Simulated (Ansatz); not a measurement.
HfO2 under changes of volume

One of the cells (11.152 Å³/atom); the others are scaled copies at fixed shape and fractional positions:

```xyz
3
Lattice="0.0000 2.5575 2.5575 2.5575 0.0000 2.5575 2.5575 2.5575 0.0000" Properties=species:S:1:pos:R:3 pbc="T T T"
Hf    0.0000    0.0000    0.0000
O     3.8363    3.8363    3.8363
O     1.2788    1.2788    1.2788
```

Measurements of this composition are mostly on another form, of space group No. 14.

| Item | Value |
| --- | --- |
| Program | Ansatz 0.2.0 |
| Functional | rPW86-PBE |
| Dispersion | rVV10 |
| Potentials or basis | Ansatz PAW |
| Cutoff | 420 eV (not typed: the program's choice for these potentials) |
| k mesh | 9 × 9 × 9 |
| Occupations | fermi-dirac, width 0.05 eV |
| Spin | no spin polarisation |

```tsv
volume (Å³/atom)	energy over the lowest point (meV/atom)	pressure (GPa)	gap on the mesh (eV)
10.483	37.87	18.3	3.93
10.706	?	?	?
10.929	4.69	6.0	3.81
11.152	0.00	0.8	3.76
11.375	2.25	-4.0	3.70
11.598	10.83	-8.2	3.65
11.821	25.08	-12.1	3.59
```

Problem. What does the run at 10.706 Å³/atom give?

Solution. Energy over the lowest point 17.06 meV/atom; pressure 11.8 GPa; gap on the mesh 3.87 eV.

Worked out: A Birch-Murnaghan fit of order 3 (a polynomial in V^(-2/3)) to the other rows has its minimum at 11.19 Å³/atom with B0 = V·E''(V) = 246 GPa and B' = 3.9. It gives 17.04 meV/atom at 10.706 Å³/atom, against the run's 17.06, and -dE/dV = 11.8 GPa, against 11.8. A straight line through the other rows of the gap, of slope -2.8 eV per unit of ln V, gives 3.87 eV, against the run's 3.87.

Energies are extrapolated to zero smearing.

Caveats: odd divisions of the mesh miss points on the zone boundary, where band edges often lie, so the gap on the mesh can be too wide; spin-orbit coupling is left out, which moves the levels of the heavy elements; the PAW data sets come from PBE, with cores solved anew for the run's functional, which leaves a small shift of forces and pressure.

A mesh can miss the band edges.
